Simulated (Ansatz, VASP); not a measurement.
Two plane-wave programs on CdTe

```
Cd Te
1.0
     0.00000    2.91420    2.91420
     2.91420    0.00000    2.91420
     2.91420    2.91420    0.00000
Cd Te
1 1
Direct
  0.00000 0.00000 0.00000
  0.75000 0.75000 0.75000
```

Alike in both runs: task relaxation of the atoms; functional PBE; k mesh 8 × 8 × 8; occupations fermi-dirac, width 0.03 eV; no spin polarisation.

|  | VASP | Ansatz |
| --- | --- | --- |
| version | VASP 6.6.1 | Ansatz 0.2.0 |
| potentials or method | VASP PAW PBE potentials, release 64 (Cd, Te) | PAW with Ansatz's default frozen-core files, scalar-relativistic |
| plane-wave cutoff (eV) | 520 | 420 |
| valence electrons in the cell | 18 | 36 |

```tsv
	VASP	Ansatz	Ansatz less VASP
gap on the k mesh at the Fermi level, each at its own relaxed structure (eV)	1.69	1.72	+0.025
```

The two sets of potentials don't hold the same shells in valence. Ansatz warned: «stress_scf_threshold_loose».

Caveats: the relaxation stopped at its first step, so nothing moved; spin-orbit coupling is left out, which moves the levels of the heavy elements. As with any semilocal functional, this PBE gap is likely too small. A k mesh can miss the band edges.
